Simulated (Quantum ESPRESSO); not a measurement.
## Ge: relaxation of cell and atoms with PBE

The system is Ge.

```
CELL_PARAMETERS angstrom
0.00000 2.82891 2.82891
2.82891 0.00000 2.82891
2.82891 2.82891 0.00000
ATOMIC_POSITIONS crystal
Ge 0.75000 0.75000 0.75000
Ge 0.50000 0.50000 0.50000
```

| Quantity | Value |
| --- | --- |
| Program | Quantum ESPRESSO 7.5 |
| Task | relaxation of cell and atoms |
| Functional | PBE |
| Potentials or basis | SSSP 1.3 efficiency PBE |
| Cutoff | 857 eV |
| Density cutoff | 6884 eV |
| k mesh | 8 × 8 × 8 |
| Occupations | fermi-dirac, width 0.05 eV |
| Spin | no spin polarisation |
| Target pressure | 20 GPa |
| Mixing beta | 0.5 |
| Most SCF iterations | 120 |
| SCF threshold | 4e-10 Ry |
| Most ionic steps | 40 |
| Forc conv thr | 0.0004 Ry/bohr |
| Etot conv thr | 1e-05 Ry |
| Ion dynamics | bfgs |
| Cell dynamics | bfgs |
| Press conv thr | 0.3 kbar |

| Quantity | Value |
| --- | --- |
| Relaxed volume | 19.41 Å³/atom |
| Relaxed cell | a = 3.801 Å, b = 3.801 Å, c = 3.801 Å, α = 60.00°, β = 60.00°, γ = 60.00° |
| Space group after relaxing (to 0.05 Å) | Fd-3m (No. 227) |
| Energy change on relaxing (the enthalpy is what falls) | +214.2 meV/atom |
| Ionic steps | 5 |
| Pressure after relaxing | 20.0 GPa |
| Band gap on the k mesh | 0.34 eV, indirect (least direct gap 1.51 eV) |

The path:
```tsv
step	energy change (eV)	largest force (eV/Å)	pressure (GPa)	volume (Å³)
1	0.0000	0.0000	3.55	45.28
2	0.1635	0.0000	11.30	41.59
3	0.5257	0.0000	22.83	38.10
4	0.4196	0.0000	19.73	38.90
5	0.4284	0.0000	19.99	38.83
```

Final structure:
```cif
data_structure
_symmetry_space_group_name_H-M 'P 1'
_symmetry_Int_Tables_number 1
_cell_length_a 3.8009
_cell_length_b 3.8009
_cell_length_c 3.8009
_cell_angle_alpha 60.000
_cell_angle_beta 60.000
_cell_angle_gamma 60.000
_cell_volume 38.83
loop_
_atom_site_label
_atom_site_type_symbol
_atom_site_fract_x
_atom_site_fract_y
_atom_site_fract_z
_atom_site_occupancy
Ge1 Ge 0.75000 0.75000 0.75000 1
Ge2 Ge 0.50000 0.50000 0.50000 1
```

Levels at points of the mesh, in eV from the valence-band top:
| k point | band 11 | band 12 | band 13 | band 14 | band 15 | band 16 | band 17 | band 18 |
| --- | --- | --- | --- | --- | --- | --- | --- | --- |
| (0.00, 0.00, 0.00) | -14.05 | 0.00 | 0.00 | 0.00 | 1.51 | 2.59 | 2.59 | 2.59 |
| (0.00, 0.00, -0.50) | -11.55 | -8.43 | -1.66 | -1.66 | 0.69 | 3.78 | 3.78 | 7.15 |
| (0.00, -0.50, -0.50) | -9.54 | -9.54 | -3.66 | -3.66 | 0.51 | 0.51 | 10.83 | 10.83 |

Wall time 2 min on 1 thread of Arm Neoverse V2 (shared host), peak memory 0.26 GiB.

A k mesh can miss the band edges. As with any semilocal functional, this PBE gap is likely too small.
